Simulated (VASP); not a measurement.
# Ag: single point with PBE

Ag:

```
Ag
1.0
     2.93000   -0.01465    0.00000
    -1.47769    2.54478    0.00000
     0.00000    0.00000    4.79000
Ag
2
Cartesian
  1.4608 0.8385 3.5925
  -0.0085 1.6916 1.1975
```

This isn't the form of Ag at room conditions, which is fcc.

- Program: VASP 6.6.1
- Task: single point
- Functional: PBE
- Potentials or basis: VASP PAW PBE potentials, release 64 (Ag)
- Cutoff: 520 eV
- k mesh: 9 × 9 × 5
- Occupations: fermi-dirac, width 0.05 eV
- Spin: no spin polarisation

The pressure is -0.1 GPa. The largest force is 0.012 eV/Å. The band gap on the k mesh is none (metal or under the smearing width).

Forces on the atoms (eV/Å):
```
Ag  -0.012  0.000  0.000
Ag   0.012  0.000  0.000
```

Stress tensor (GPa, compression positive):
```
-0.63  0.53  0.00
 0.53 -0.61  0.00
 0.00  0.00  0.92
```

Levels at points of the mesh, in eV from the Fermi level:
| k point | band 9 | band 10 | band 11 | band 12 | band 13 | band 14 |
| --- | --- | --- | --- | --- | --- | --- |
| (0.00, 0.00, 0.00) | -4.07 | -3.15 | -3.13 | -0.34 | 3.29 | 15.47 |

Run time: 37 s on 1 thread of Intel(R) Xeon(R) Platinum 8488C (Sapphire Rapids), on a shared host, peak memory 0.19 GiB.
